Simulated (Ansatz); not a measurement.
# SiN2: the cost of one run

Method: DFT r2SCAN, scalar-relativistic, plane waves, PAW, in Ansatz 0.2.0.

2 further runs of the same task are left out: 2 set aside as unsound or not needed.

## (1) The structure to begin with

It takes space group I-42d (No. 122, tetragonal). The conventional cell has a = 4.949 Å, b = 4.949 Å, c = 7.318 Å, α = 90.00°, β = 90.00°, γ = 90.00°. Si (site symmetry -4) has 4 O at 1.61 Å as nearest neighbours. Around O (site symmetry 2) lie 2 Si at 1.61 Å.

Structure file:

```cif
data_structure
_symmetry_space_group_name_H-M 'I-42d'
_symmetry_Int_Tables_number 122
_cell_length_a 4.9488
_cell_length_b 4.9488
_cell_length_c 7.3179
_cell_angle_alpha 90.000
_cell_angle_beta 90.000
_cell_angle_gamma 90.000
_cell_volume 179.22
loop_
_atom_site_label
_atom_site_type_symbol
_atom_site_symmetry_multiplicity
_atom_site_Wyckoff_symbol
_atom_site_fract_x
_atom_site_fract_y
_atom_site_fract_z
_atom_site_occupancy
Si1 Si 4 a 0.00000 0.00000 0.00000 1
O1 O 8 d 0.09746 0.25000 0.12500 1
```

It goes back to an entry of the Materials Project, which need not be the stable form.

This cell was relaxed beforehand with the same method: volume 14.93 Å³/atom, gap on the mesh 6.55 eV.

## (2) Swap O → N

SiN2 starts from the relaxed positions of SiO2, with all lengths scaled by 1.025, a guess from tabulated radii.

## (3) Probe: one point at the start (SiN2)

The input, input.yaml:

```yaml
crystal:
  lattice:
    - [-2.5364466499, 2.5364466499, 3.7506890335]
    - [2.5364466499, -2.5364466499, 3.7506890335]
    - [2.5364466499, 2.5364466499, -3.7506890335]
  atoms:
    - { symbol: Si, position: [0.0, 0.0, 0.0] }
    - { symbol: Si, position: [0.75, 0.25, 0.5] }
    - { symbol: "N", position: [0.375, 0.2224564639, 0.3474564639] }
    - { symbol: "N", position: [0.9724564639, 0.625, 0.8474564639] }
    - { symbol: "N", position: [0.7775435361, 0.125, 0.1525435361] }
    - { symbol: "N", position: [0.875, 0.0275435361, 0.6525435361] }
basis:
  ecutwfc: 500
kpoints:
  mp_grid: { grid: [6, 6, 6] }
hamiltonian:
  xc: r2scan
scf:
  occupations: { method: gaussian, width: 0.1 }
output:
  forces: true
  stress: true
  eigenvalues: true
```

Command:

```
$ ansatz run input.yaml --threads 1 --pin off --max-ram 2560MiB --backend cpu --events-out ev --progress --plain --runs-dir out
```

**Question.** How long does this run take on 1 thread of Oxide Virtual Turin-like (Zen 5), shared host, and how much memory does it need?

About 13 s, with a peak of 0.62 GiB.
